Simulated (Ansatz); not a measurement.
**C started in the widest void in 4H-SiC, 193 atoms, charge −2**

All numbers come from Ansatz (PAW, plane waves, no spin–orbit coupling) at the single k point (¼, ¼, ¼) without its symmetry partners. The atoms were relaxed with PBEsol in a fixed cell; other functionals are single points on those atoms unless said otherwise. The valence top and gap of the host come from its small cell on a dense mesh, with the band extrema sought between the mesh points, lined up by the mean potential, PBEsol gap 2.12 eV, HSE06 gap 3.14 eV. The charge correction uses an assumed dielectric constant of 9.7.

Cell: a = 12.312 Å, b = 15.994 Å, c = 10.076 Å, α = 90.00°, β = 90.00°, γ = 90.00°.

Nearest atoms after relaxation, from the placed atom (for vacancies from the middle of the vacant sites): C at 1.48 Å, Si at 1.72 Å, Si at 1.90 Å, Si at 1.93 Å, C at 2.67 Å, C at 2.69 Å, C at 2.73 Å, C at 2.73 Å.

Chemical potentials μ are those of reference phases of the elements at zero temperature by the same functional (the usual solids, diamond for C, grey Sn, and the molecules H2, N2, O2, F2, Cl2, Br2 and S8).

| functional | E(defect) − E(host) − Σ nμ + q·E_VBM (eV) | monopole (eV) | alignment (eV) | formation energy at E_F = VBM (eV) | moment (μB) | wall time, shared host |
| --- | --- | --- | --- | --- | --- | --- |
| PBEsol | 10.51 | 0.63 | -0.12 | 11.02 | 0 (no spin) | 24 s on NVIDIA GB200 (relaxation) |
| HSE06 | 12.32 | 0.63 | -0.07 | 12.88 | 0 (no spin) | 84 s on NVIDIA GB200 |

HSE06 one-electron levels near the gap (the ten most localised at most), from the host's valence top, not corrected for the charge's images:

| level (eV) | spin | filling | atoms sharing it | element of the atom with most weight |
| --- | --- | --- | --- | --- |
| -0.23 | both | 2.00 | 102.5 | spread |
| -0.12 | both | 2.00 | 120.6 | spread |
| 0.31 | both | 2.00 | 10.6 | C |
| 2.01 | both | 2.00 | 8.0 | C |
| 2.21 | both | 2.00 | 9.4 | C |

All elements are taken at their own reference at once; growth conditions in equilibrium with the host shift these energies, by up to the host's formation enthalpy.

One k point and a cell of this size can leave errors of several tenths of an eV in such numbers.

The added carbon has not stayed isolated in the void: it has bonded to a lattice carbon at 1.48 Å and to silicon at 1.72 Å, with two further Si contacts near the normal Si–C bond length. This suggests a split-interstitial-like arrangement in which two carbons crowd into the space of one. The C–C distance lies between those of typical single and double bonds, and the short Si–C contact points to local compression or some multiple-bond character.

The filled levels at 2.01 and 2.21 eV lie in the upper part of the HSE06 gap and are probably carbon p-like states left out of the strong σ framework, which take up the extra electrons. Placing electrons there from a reservoir at the valence top is costly, which accounts for part of the 12.88 eV formation energy. That cost falls by twice any rise in the Fermi level, so n-type conditions favour this charge state relative to less negative ones. Without those other charge states, no acceptor transition level follows.
